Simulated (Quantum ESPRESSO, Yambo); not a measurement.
# A GW chain in Yambo: AgBr (Fm-3m), part 2 of 3

Wanted: ground state, empty states, screening and self-energy for AgBr (Fm-3m).

Quantum ESPRESSO 7.5 and Yambo 5.3.0; PBE and many-body steps on it, plane waves. Known limits of the many-body steps: not at the basis limit; d shell near the gap, gap tends to lie low; coarse k mesh.

So far. Step 2 (Ground state): The gap is indirect, with the least direct gap 1.84 eV higher. Step 3 (Bands along the symmetry lines): The gap is 0.588 eV, as in the run before at this level.

The database entry behind the starting cell differs from later determinations by our own check (about 0.6 % short of the room-temperature cell), so it need not match the best structure at ambient conditions.

### 4. Empty states on the mesh, 4×4×4 mesh, 490 bands

Level of this step: DFT, PBE with spin-orbit coupling, plane waves, norm-conserving pseudopotentials (Quantum ESPRESSO).

The sums over transitions need many empty states on a uniform mesh; this step solves for them.

The input, pw.in:

```
&control
  calculation = 'nscf'
  prefix = 'x'
  outdir = 'o'
  pseudo_dir = 'pseudo'
/
&system
  ibrav = 0
  nat = 2
  ntyp = 2
  ecutwfc = 76.0
  nbnd = 490
  force_symmorphic = .true.
  noncolin = .true.
  lspinorb = .true.
/
&electrons
  conv_thr = 1e-9
  electron_maxstep = 80
  diago_full_acc = .true.
  diago_thr_init = 5e-6
/
ATOMIC_SPECIES
  Ag 107.87 Ag.upf
  Br 79.904 Br.upf
CELL_PARAMETERS angstrom
  -0.0000000000 2.8701500000 2.8701500000
  2.8701500000 0.0000000000 2.8701500000
  2.8701500000 2.8701500000 0.0000000000
ATOMIC_POSITIONS crystal
  Ag 0.0000000000 0.0000000000 0.0000000000
  Br 0.5000000000 0.5000000000 0.5000000000
K_POINTS automatic
  4 4 4 0 0 0
```

Started as:

```
OMP_NUM_THREADS=1 mpirun -n 4 pw.x -nk 4 -in pw.in > pw.out
```

Log:

```text
[banner, memory and clock lines left out]
Program PWSCF v.7.5 starts

     Atomic positions and unit cell read from directory:
     o/x.save/

     Message from routine setup:
     using ibrav=0 with symmetry is DISCOURAGED, use correct ibrav instead

     G-vector sticks info

     bravais-lattice index     =            0
     lattice parameter (alat)  =       7.6704  a.u.
     unit-cell volume          =     319.1100 (a.u.)^3
     number of atoms/cell      =            2
     number of atomic types    =            2
     number of electrons       =        36.00
     number of Kohn-Sham states=          490
     kinetic-energy cutoff     =      76.0000  Ry
     charge density cutoff     =     304.0000  Ry
     Exchange-correlation= PBE
                           (   1   4   3   4   0   0   0)
     Non magnetic calculation with spin-orbit

     celldm(1)=   7.670408  celldm(2)=   0.000000  celldm(3)=   0.000000
     celldm(4)=   0.000000  celldm(5)=   0.000000  celldm(6)=   0.000000

     crystal axes: (cart. coord. in units of alat)
               a(1) = (  -0.000000   0.707107   0.707107 )
               a(2) = (   0.707107   0.000000   0.707107 )
               a(3) = (   0.707107   0.707107   0.000000 )

     reciprocal axes: (cart. coord. in units 2 pi/alat)
               b(1) = ( -0.707107  0.707107  0.707107 )
               b(2) = (  0.707107 -0.707107  0.707107 )
               b(3) = (  0.707107  0.707107 -0.707107 )
     Pseudo is Norm-conserving + core correction, Zval = 19.0
     Generated using ONCVPSP code by D. R. Hamann
     Using radial grid of 1538 points, 10 beta functions with:
     Pseudo is Norm-conserving + core correction, Zval = 17.0
     Generated using ONCVPSP code by D. R. Hamann
     Using radial grid of 1110 points, 10 beta functions with:
     Ag               19.00   107.87000     Ag( 1.00)
     Br               17.00    79.90400     Br( 1.00)

     48 Sym. Ops., with inversion, found

   Cartesian axes

     site n.     atom                  positions (alat units)
         1        Ag     tau(   1) = (   0.0000000   0.0000000   0.0000000  )
         2        Br     tau(   2) = (   0.7071068   0.7071068   0.7071068  )

     number of k points=     8
                       cart. coord. in units 2pi/alat
        k(    1) = (   0.0000000   0.0000000   0.0000000), wk =   0.0156250
        k(    2) = (   0.1767767   0.1767767  -0.1767767), wk =   0.1250000
        k(    3) = (  -0.3535534  -0.3535534   0.3535534), wk =   0.0625000
[...]
k(    7) = (  -0.7071068   0.0000000   0.0000000), wk =   0.0468750
        k(    8) = (  -0.7071068   0.3535534   0.0000000), wk =   0.0937500

     Dense  grid:    28571 G-vectors     FFT dimensions: (  45,  45,  45)

     The potential is recalculated from file :
     o/x.save/charge-density

     Starting wfcs are   38 randomized atomic wfcs +  452 random wfcs

     Band Structure Calculation

     End of band structure calculation

          k = 0.0000 0.0000 0.0000 (  3527 PWs)   bands (ev):

   -80.3619 -80.3619 -51.5705 -51.5705 -51.5705 -51.5705 -50.4859 -50.4859
   -50.4859 -50.4859 -50.4856 -50.4856 -47.4159 -47.4159 -42.3339 -42.3339
   -42.3339 -42.3339  -5.3553  -5.3553   6.6066   6.6066   6.6066   6.6066
[...]
[... 50 further rows ...]
[...]
164.1361 164.1361

          k = 0.1768 0.1768-0.1768 (  3590 PWs)   bands (ev):

[...]
[... 50 further rows ...]
[...]
166.6534 166.6534

          k =-0.3536-0.3536 0.3536 (  3582 PWs)   bands (ev):

[...]
38.1964  38.1964  38.3799  38.3799  38.5509  38.5509  39.4543  39.4543
     [... 50 further rows ...]
   162.7780 162.7780 164.1059 164.1059 164.1141 164.1141 164.1330 164.1330
   164.6473 164.6473

          k = 0.3536 0.0000 0.0000 (  3591 PWs)   bands (ev):

     [... further k-points ...]

     highest occupied, lowest unoccupied level (ev):     9.8102   10.3980

     XML data file, pseudopotentials, collected wavefunctions
```

The job ended after 2.2 min (4 MPI ranks of Arm Neoverse V1, shared host; peak memory 1.5 GiB).

This step gave:

- gap: 0.5878 eV
- k of the valence top: 0, 0, -0.5
- k of the conduction bottom: 0, 0, 0
- least direct gap: 2.426 eV
- k points computed: 8
- lowest point of the top converged band, above the valence top: 154.3259 eV

On this mesh the gap is 0.588 eV.

### 5. Conversion and set-up

This step: Yambo 5.3.0; conversion and set-up on PBE with spin-orbit coupling, plane waves, norm-conserving pseudopotentials.

The states are converted to the many-body program's format and the q mesh is built.

Started as:

```
(cd o/x.save; p2y > p2y.log; mv SAVE ../..); yambo > setup.log
```

Log:

```text
 Yambo, version 5.3.0

 [02] CORE Variables Setup
 =========================

  [02.01] Unit cells
  ==================

  Cell kind             :  FCC
  Atoms in the cell     :  Ag  Br
  number of Ag atoms    :  1
  number of Br atoms    :  1

  List of atomic masses
  Mass of Ag    :  107.8700
  Mass of Br    :  79.90400

  List of atomic coordinates    : [cc]
  Ag1       :  0.000000  0.000000  0.000000  order 1
  Br1       :  5.423797  5.423797  5.423797  order 2

  Alat factors          :  5.423797  5.423797  5.423797 [a.u.]
  Direct lattice volume :  319.1100 [a.u.]
  Direct lattice vectors:  A[ 1 ]  A[ 2 ]  A[ 3 ]
   A[ 1 ]: -0.000000  1.000000  1.000000  [iru]
  -0.000000  5.423797  5.423797  [cc]
   A[ 2 ]:  1.000000  0.000000  1.000000  [iru]
   5.423797  0.000000  5.423797  [cc]
   A[ 3 ]:  1.000000  1.000000  0.000000  [iru]
   5.423797  5.423797  0.000000  [cc]

  Recip. lattice volume :  0.777319 [a.u.]
  Recip. lattice vectors:  B[ 1 ]  B[ 2 ]  B[ 3 ]
   B[ 1 ]: -0.500000  0.500000  0.500000  [iku]
  -0.579224  0.579224  0.579224  [cc]
   B[ 2 ]:  0.500000 -0.500000  0.500000  [iku]
   0.579224 -0.579224  0.579224  [cc]
   B[ 3 ]:  0.500000  0.500000 -0.500000  [iku]
   0.579224  0.579224 -0.579224  [cc]

  [02.02] Symmetries
  ==================

  Inversion symmetry    : yes
  Spatial inversion     : yes
  Inversion index       :  25
  K-space Time-reversal : no
  Magnetic symmetries   : no
  Group table correct   : yes
  Symmetries units      :  [cc]

   [S  1]:   1.0000     -0.32899E-17 -0.32899E-17 -0.32899E-17   1.0000      0.32899E-17  0.32899E-17  0.32899E-17   1.0000
   [S  2]:  -1.0000      0.32899E-17 -0.32899E-17  0.32899E-17  -1.0000      0.32899E-17 -0.32899E-17 -0.32899E-17   1.0000
   [S  3]:  -1.0000     -0.32899E-17  0.32899E-17  0.32899E-17   1.0000     -0.32899E-17 -0.32899E-17  0.32899E-17  -1.0000
[...]
[... 36 further rows ...]
   [S 47]: -0.32899E-17   1.0000      0.32899E-17  0.32899E-17 -0.32899E-17  -1.0000       1.0000      0.32899E-17 -0.32899E-17
   [S 48]: -0.32899E-17  -1.0000     -0.32899E-17  0.32899E-17  0.32899E-17   1.0000       1.0000     -0.32899E-17  0.32899E-17

  [02.03] Reciprocal space
  ========================

  nG shells         :  304
  nG charge         :  28571
  nG WFs            :   4433
  nC WFs            :   3591
  G-vecs. in first 30 shells:  [ Number ]
     1    9   15   27   51   59   65   89  113
    137   169   181   229   259   283   307   331   339
    387   411   459   531   537   561   609   645   701
    725   749   821
  ...
  Shell energy in first 30 shells:  [ mHa ]
    0.00000      503.250      671.000      1342.00      1845.25      2013.00      2684.00      3187.25      3355.00
    4026.00      4529.25      5368.00      5871.25      6039.00      6710.00      7213.25      7381.01      8052.01
[...]
BZ  K-points                                      :   64

  K/Q-points units:
  rlu = crystal or reduced units; cc = cartesian coordinates; iku = interal k-units

  K [1]          [rlu]:  0.000000  0.000000  0.000000
         WF components:   3527
  K [2]          [rlu]: -0.51475E-17 -0.51475E-17  0.25000
         WF components:   3590
  K [3]          [rlu]:  0.10295E-16  0.10295E-16 -0.50000
         WF components:   3582
  K [4]          [rlu]: -0.11010E-17  0.25000      0.25000
         WF components:   3591
  K [5]          [rlu]:  0.19239E-16  0.25000     -0.50000
         WF components:   3570
  [... 2 further k-points ...]
  K [8]          [rlu]:  0.250000 -0.500000 -0.250000
         WF components:   3552

  [02.05] Energies & Occupations
  ==============================

  [X] === General ===
  [X] Electronic Temperature                        :  0.000000  0.000000 [eV K]
  [X] Bosonic    Temperature                        :  0.000000  0.000000 [eV K]
  [X] Finite Temperature mode                       : no
  [X] El. density                                   :  0.76131E+24 [cm-3]
  [X] Fermi Level                                   :  9.810201 [eV]

  [X] === Gaps and Widths ===
  [X] Conduction Band Min                           :  0.587811 [eV]
  [X] Valence Band Max                              :  0.000000 [eV]
  [X] Filled Bands                                  :   36
  [X] Empty Bands                                   :    37   490
  [X] Direct Gap                                    :  2.426117 [eV]
  [X] Direct Gap localized at k                     :  1
  [X] Indirect Gap                                  :  0.587811 [eV]
  [X] Indirect Gap between kpts                     :  3  1
  [X] Last valence band width                       :  2.180616 [eV]
  [X] 1st conduction band width                     :  4.307866 [eV]

  E @ K [1]:  [eV]
  -90.17211 -90.17211 -61.38074 -61.38074 -61.38074 -61.38074 -60.29608 -60.29608
  -60.29608 -60.29608 -60.29579 -60.29579 -57.22606 -57.22606 -52.14410 -52.14410
  -52.14410 -52.14410 -15.16547 -15.16547  -3.20358  -3.20358  -3.20358  -3.20358
[...]
occ @ K [1]
[...]
E @ K [2]:  [eV]
[...]
occ @ K [2]
[...]
E @ K [3]:  [eV]
[...]
occ @ K [3]
[...]
E @ K [4]:  [eV]
[...]
occ @ K [4]
[...]
E @ K [5]:  [eV]
[...]
occ @ K [5]
[...]
[... 2 further k-points ...]
  E @ K [8]:  [eV]
[...]
occ @ K [8]
[...]
0.000000  0.000000  0.000000  0.000000  0.000000  0.000000  0.000000  0.000000
   0.000000  0.000000  0.000000  0.000000  0.000000  0.000000  0.000000  0.000000

 [03] Transferred momenta grid and indexing
 ==========================================

 IBZ Q-points                                      :   8
 BZ  Q-points                                      :   64

 K/Q-points units:
 rlu = crystal or reduced units; cc = cartesian coordinates; iku = interal k-units

 Q [1]          [rlu]:  0.000000  0.000000  0.000000
 Q [2]          [rlu]:  0.11377E-17  0.11377E-17  0.25000
 Q [3]          [rlu]: -0.22755E-17 -0.22755E-17 -0.50000
[...]
Q [7]          [rlu]:  0.22019E-17 -0.50000     -0.50000
 Q [8]          [rlu]:  0.250000 -0.500000 -0.250000

  [03.01] X indexes
  =================

   [03.01.01] Sigma indexes
   ========================

 [06] Game Over & Game summary
```

Elapsed: 3.2 s, on 1 MPI rank; peak memory 0.25 GiB.

(Continued in part 3 of 3.)

[Paths, hosts, dates, memory and timing lines, banners, echoed tables and standing remarks are left out of the program output.]

[Logs are printed without paths, hosts, clocks, repeated set-up lines and the standing remarks that a program may print on its own settings, such as how far it seeks lower states.]

[Runs of the session that timed out or met a known fault of the program may be left out.]

[Hosts, paths, dates, database ids (printed as entryN), source tags and the programs' standing remarks are cut or masked in the printed files.]
